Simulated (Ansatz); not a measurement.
**MgTe: how the settings move a single-point run**

How sensitive is a single-point run of MgTe to its settings? A reference run comes first, then one run with altered input.

Method: reference: DFT, PBEsol, PAW with Ansatz's default frozen-core files, scalar-relativistic; levels and slopes on a fine mesh, independent-particle optical spectra, in Ansatz 0.2.0.

## Step 1: The system as given

Symmetry: F-43m, No. 216, cubic system. The conventional cell has a = 6.439 Å, b = 6.439 Å, c = 6.439 Å, α = 90.00°, β = 90.00°, γ = 90.00°. Mg (site symmetry -43m) is surrounded by 4 Te at 2.79 Å. Te (site symmetry -43m) has 4 Mg at 2.79 Å as nearest neighbours.

Coordinates:

```xyz
2
Lattice="0.0000 3.2194 3.2194 3.2194 0.0000 3.2194 3.2194 3.2194 0.0000" Properties=species:S:1:pos:R:3 pbc="T T T"
Mg    0.0000    0.0000    0.0000
Te    1.6097    1.6097    1.6097
```

## Step 2: Reference

Input file input.yaml:

```yaml
crystal:
  lattice:
    - [0.0, 3.21941236972, 3.21941236972]
    - [3.21941236972, 0.0, 3.21941236972]
    - [3.21941236972, 3.21941236972, 0.0]
  atoms:
    - { symbol: Mg, position: [0.0, 0.0, 0.0] }
    - { symbol: Te, position: [0.25, 0.25, 0.25] }
kpoints:
  mp_grid: { grid: [6, 6, 6] }
scf:
  occupations: { method: fixed }
hamiltonian:
  xc: pbesol
  pseudopotentials: { kind: paw }
output:
  forces: true
  stress: true
  eigenvalues: true
  eigenstates:
    nscf_kmesh: { grid: [10, 10, 10] }
    de_dk: true
    e_range: [-9, 12.34774543404]
  optics:
    e_range: [0, 30]
    de: 0.2
    sigma: 0.25
    bands: { spectra_wanted_up_to: 30 }
    nscf_kmesh: { grid: [10, 10, 10] }
checkpoint:
  write: ck
  write_wavefunctions: false
```

On the command line:

```sh
ansatz run input.yaml --threads 1 --pin off --max-ram 3072MiB --backend cpu --events-out ev --progress --plain --runs-dir out
```

Excerpt of the output:

```text
[...]
Basis set: ecut = 420 eV, 1291 PW (Γ), exchange–correlation on 64×64×64 points (8 copies of the dense FFT grid, shifted against one another)
[...]
k-points: 16 of 216 (time reversal used)
[...]
SCF iter   1: F=—  HF=-8815.214506 eV  |F-HF|=—  |Δ(HF+E_count)|=         —  Δρ=2.05e-3  dr2=3.58e-3  ethr=1.77e-3  ⟨swp⟩=5.0  Hψ=1232  notcnv=0  defer=28
preconditioner: auto → none  [insulator: Δε(μ)=2.344 eV  Ē_g=9.133 eV  n_scr=14 (ndim 8)  ℏωp=12.9 eV  f_vac=0.109  ε∞_Penn≈3.0]
SCF iter   2: F=—  HF=-8815.212032 eV  |F-HF|=—  |Δ(HF+E_count)|=   2.47e-3  Δρ=9.17e-4  dr2=3.98e-4  ethr=1.38e-5  ⟨swp⟩=2.0  Hψ=577  notcnv=0  defer=28
[...]
SCF iter   6: F=—  HF=-8815.212055 eV  |F-HF|=—  |Δ(HF+E_count)|=   4.57e-9  Δρ=5.02e-7  dr2=8.50e-11  ethr=2.34e-11  ⟨swp⟩=2.1  Hψ=481  notcnv=0
SCF iter   7: F=-8815.212055 eV  HF=-8815.212055 eV  |F-HF|=3.64e-12  |Δ(HF+E_count)|=  2.00e-11  Δρ=6.71e-8  dr2=2.98e-12  ethr=1.00e-12  ⟨swp⟩=8.8  Hψ=1565  notcnv=0
[...]
SCF converged after 7 iterations
Free energy (F): -8815.212055 eV
[...]
E sigma→0 (E₀):  -8815.212055 eV
Fermi energy:    4.314251 eV
[...]
  P = ⅓ Tr σ = 0.0066 GPa (0.066 kbar)
[...]
```

It took 73 s on 1 thread of Arm Neoverse V1, shared host; peak memory 0.67 GiB.

## Step 3: Changing settings: xc pbe, ecutrho_ratio 4

input.yaml: that of step 2 with these lines changed.

```diff
@@ -13,3 +13,3 @@
 hamiltonian:
-  xc: pbesol
+  xc: pbe
   pseudopotentials: { kind: paw }
@@ -32 +32,3 @@
   write_wavefunctions: false
+basis:
+  ecutrho_ratio: 4
```

On the command line:

```sh
ansatz run input.yaml --threads 1 --pin off --max-ram 3072MiB --backend cpu --events-out ev --progress --plain --runs-dir out
```

The log of the run:

```text
Engine: ansatz 0.2.0
Pseudopotentials: kind: paw
Pseudopotential: Mg, paw, valence charge 10, recommended cutoff 420 eV (normal), Mg.paw.azcp
Pseudopotential: Te, paw, valence charge 16, recommended cutoff 420 eV (normal), Te.paw.azcp
Functional definition: PBE
  parameter kappa = 0.804
  parameter beta = 0.06672455060314922
  exchange = pbe_x(kappa = kappa, mu = beta*pi^2/3)
  correlation = pbe_c(beta = beta)
Crystal: 2 atoms, lattice volume = 66.736 Å³
Basis set: ecut = 420 eV, 1291 PW (Γ), exchange–correlation on 64×64×64 points (8 copies of the dense FFT grid, shifted against one another)
Bands: 17, of which v1, the nominal top of the filled ones, is band 13 counted from 1 (12 counted from 0)
Symmetry: 24 space group operations
Space group: F-43m (ITA 216), of the structure as read, at distance tolerance 4.1e-5 Å
k-points: 16 of 216 (time reversal used)
Non-local potential: Mg, projectors of the file, l = 0: 3, l = 1: 2, l = 2: 1
Non-local potential: Te, projectors of the file, l = 0: 2, l = 1: 2, l = 2: 2, l = 3: 2
PAW form: soft (Blöchl's): semilocal exchange-correlation on the pseudo side does not see the compensation charge
PAW one-centre angular grid: Mg, 110 points (default); XC on 64 Gauss nodes
PAW one-centre angular grid: Te, 590 points (default); XC on 64 Gauss nodes
Initial density: superposition of atomic densities (neutral atoms: chi_scale 0, normalization atom), corrected by the library's trained network
Initial wavefunctions: pseudopotential atomic-orbital guess
Functional: x = pbe(κ = 0.804, μ = 0.2195149727645171), c = pbe(β = 0.06672455060314922)
SCF iter   1: F=—  HF=-8905.515753 eV  |F-HF|=—  |Δ(HF+E_count)|=         —  Δρ=8.30e-4  dr2=8.20e-4  ethr=1.77e-3  ⟨swp⟩=5.0  Hψ=1235  notcnv=0  defer=28
preconditioner: auto → none  [insulator: Δε(μ)=2.462 eV  Ē_g=9.185 eV  n_scr=14 (ndim 8)  ℏωp=12.9 eV  f_vac=0.109  ε∞_Penn≈3.0]
SCF iter   2: F=—  HF=-8905.514123 eV  |F-HF|=—  |Δ(HF+E_count)|=   1.63e-3  Δρ=3.47e-4  dr2=7.81e-5  ethr=3.15e-6  ⟨swp⟩=2.6  Hψ=639  notcnv=0  defer=28
SCF iter   3: F=—  HF=-8905.514111 eV  |F-HF|=—  |Δ(HF+E_count)|=   1.27e-5  Δρ=1.01e-4  dr2=4.66e-6  ethr=3.00e-7  ⟨swp⟩=2.0  Hψ=484  notcnv=0  defer=28
SCF iter   4: F=—  HF=-8905.514117 eV  |F-HF|=—  |Δ(HF+E_count)|=   6.13e-6  Δρ=4.14e-5  dr2=8.09e-7  ethr=1.79e-8  ⟨swp⟩=2.0  Hψ=416  notcnv=0  defer=21
SCF iter   5: F=—  HF=-8905.514114 eV  |F-HF|=—  |Δ(HF+E_count)|=   2.26e-6  Δρ=8.20e-6  dr2=4.06e-8  ethr=3.11e-9  ⟨swp⟩=2.0  Hψ=336  notcnv=0
SCF iter   6: F=—  HF=-8905.514115 eV  |F-HF|=—  |Δ(HF+E_count)|=   5.44e-8  Δρ=1.02e-6  dr2=5.49e-10  ethr=1.56e-10  ⟨swp⟩=2.7  Hψ=460  notcnv=0
SCF iter   7: F=—  HF=-8905.514115 eV  |F-HF|=—  |Δ(HF+E_count)|=   1.72e-9  Δρ=1.65e-7  dr2=1.08e-11  ethr=2.11e-12  ⟨swp⟩=2.1  Hψ=439  notcnv=0
SCF iter   8: F=-8905.514115 eV  HF=-8905.514115 eV  |F-HF|=5.46e-12  |Δ(HF+E_count)|=  7.28e-12  Δρ=2.96e-8  dr2=3.17e-13  ethr=1.00e-12  ⟨swp⟩=8.6  Hψ=1507  notcnv=0
SCF 1 converged in 8 iterations: F = -8905.514115 eV  dr2 = 3.17e-13
NSCF: frozen V_eff on 47 k-points
Optics k sum: 0 of 47 k-points
[...]
NSCF: frozen V_eff on 1 k-points
NSCF: frozen V_eff on 1 k-points
NSCF: frozen V_eff on 47 k-points
output.optics: what the bands over the 65 summed would add to eps1, eps2 and the energy-loss function is held between a lower and an upper bound (4 Lanczos steps). eps1, eps2 and their loss function (loss_summed_bands) are given on every row as the summed bands alone make them. Along an axis, on a row where the two bounds hold the loss function to about 1 % of the greater of itself and 0.5 % of |1/eps|, its cell (loss_completed) is given, with the completed eps1 and eps2 that it is formed of (a cell that is left empty reads nan in the table and null in the record). The two bounds hold it so along every axis on all 151 rows up to 30.000 eV. The run works to bound the rows up to 30.000 eV and no higher ones: a peak of the loss function over that energy may be left empty with no warning. To have the run work for it, set output.optics.bands.spectra_wanted_up_to to a higher energy. perfect_screening_sum, loss_f_sum_n_eff and, beside carriers, perfect_screening_limit are those of loss_summed_bands: over the bounded function the two sums would run over rows that are not all bounded, and lack what the bands left out lay past the top of the energy grid. Bounded is said of the bands left out alone, which are those that the basis at basis.ecutwfc holds: it says nothing of that cutoff, of the k-point mesh, of what the sum inside its cells errs by (eps2_relative_error), of the factors of all_electron_strengths, nor of how far the SCF is converged. The bands left out are taken at the k-points, and what their mean over the points' cells stands off that by is in neither bound: the run's estimate of it, which the test of a row counts in, is 0.03 % of |eps| at the most among the values given; where the mean stood off by over 0.5 % the points' spread read 0.1 to 3 times that
SCF converged after 8 iterations
Free energy (F): -8905.514115 eV
Harris-Foulkes:  -8905.514115 eV  (|F-HF|=5.46e-12)
Internal energy: -8905.514115 eV  (E = F + TS)
E sigma→0 (E₀):  -8905.514115 eV
Fermi energy:    4.412974 eV
--- Per-component energies (eV) ---
  E_band       = -665.239961
  E_kinetic    = 256.553910
  E_local      = -3297.348212  (includes V_loc(G=0)·N_el)
  E_nonlocal   = -214.088780
  E_hartree    = 1570.530144
  E_xc         = -153.339375
  E_vxc        = -141.645636  (∫ρ·V_xc dr)
  E_paw        = -4955.752294  (= ΣΔE_a)
  E_vpaw       = -409.771316  (= ΣTr[D̂ρ^β])
  E_aug_tail   = -0.000197  (compensation charges beyond the density's cutoff)
  E_ewald      = -2112.069310
  E_smearing   = -0.000000  (= −TS)
  E_closure    = -0.000000  (closes the sum)
  Σ components = -8905.514115   (vs F -8905.514115, Δ=0.00e0)
--- Forces (eV/Å), atoms counted from 1 ---
  atom   1  Mg     0.00000000     0.00000000     0.00000000
  atom   2  Te     0.00000000    -0.00000000     0.00000000
  max |Σ_I F_I| component: 1.31e-16 eV/Å
--- Stress (GPa, compression-positive) ---
        1.187467       0.000000      -0.000000
        0.000000       1.187467       0.000000
       -0.000000       0.000000       1.187467
  P = ⅓ Tr σ = 1.1875 GPa (11.875 kbar)
--- Band table (eV; the first three rows and the last of 16) ---
  k-point 0: bands = ["-70.6430", "-37.3975", "-37.3975", "-37.3975", "-30.6603", "-30.6603", "-30.6603", "-30.6522", "-30.6522", "-5.8088", "4.4130", "4.4130", "4.4130", "6.8855", "9.9022", "9.9022", "9.9022"]
  k-point 1: bands = ["-70.6430", "-37.3975", "-37.3975", "-37.3975", "-30.6604", "-30.6603", "-30.6603", "-30.6522", "-30.6522", "-5.6764", "3.2211", "4.2935", "4.2935", "7.7634", "9.9512", "10.1615", "10.1615"]
  k-point 2: bands = ["-70.6430", "-37.3976", "-37.3975", "-37.3975", "-30.6605", "-30.6601", "-30.6601", "-30.6521", "-30.6521", "-5.3777", "1.7617", "4.0845", "4.0845", "7.8114", "10.1330", "10.1330", "11.3420"]
  k-point 15: bands = ["-70.6430", "-37.3976", "-37.3975", "-37.3975", "-30.6608", "-30.6600", "-30.6596", "-30.6523", "-30.6519", "-4.9949", "1.5788", "2.7194", "3.0125", "8.3315", "9.1732", "11.5558", "11.9616"]
--- Fermi surface from the table of eigenstates not read: on its mesh, or on one of the eight of every second point, the electrons fill whole bands (an insulator's do; a metal wants a denser output.eigenstates.nscf_kmesh) ---
```

Run time: 71 s. Hardware: 1 thread of Arm Neoverse V1, shared host; peak memory 0.67 GiB.

After a change of functional the difference of the totals has no physical meaning; the pressure goes from 0.0 to 1.2 GPa and the gap on the mesh goes from 2.35 to 2.47 eV. At this fixed cell a higher pressure means that this functional prefers a larger volume than the reference.

## Step 4: All runs together

| run | ending | energy change | pressure (GPa) | gap (eV) | force (eV/Å) | cycles | time |
| --- | --- | --- | --- | --- | --- | --- | --- |
| reference | converged | - | 0.0 | 2.35 | 0.00 | - | 73 s |
| 1: xc pbe, ecutrho_ratio 4 | converged | not comparable | 1.2 | 2.47 | 0.00 | 8 | 71 s |

Residual by cycle in the longest SCF loop of each run; runs are numbered as in the table. The quantity is the density residual dr2, in eV.

```csv
cycle,reference,run 1
1,0.00358,8.2e-4
2,4.0e-4,7.8e-5
3,2.2e-5,4.7e-6
4,2.0e-6,8.1e-7
5,6.1e-9,4.1e-8
6,8.5e-11,5.5e-10
7,3.0e-12,1.1e-11
8,-,3.2e-13
```

**Reading.** After a change of functional the difference of the totals has no physical meaning; the pressure goes from 0.0 to 1.2 GPa and the gap on the mesh goes from 2.35 to 2.47 eV. At this fixed cell a higher pressure means that this functional prefers a larger volume than the reference. The gap of the reference lacks spin-orbit coupling, though the cell holds Te.

These are semilocal Kohn-Sham gaps, which aren't the measured quantity. Such gaps usually fall short of the measured ones; spin-orbit coupling, left out here, narrows gaps with Te, so the two errors partly cancel.
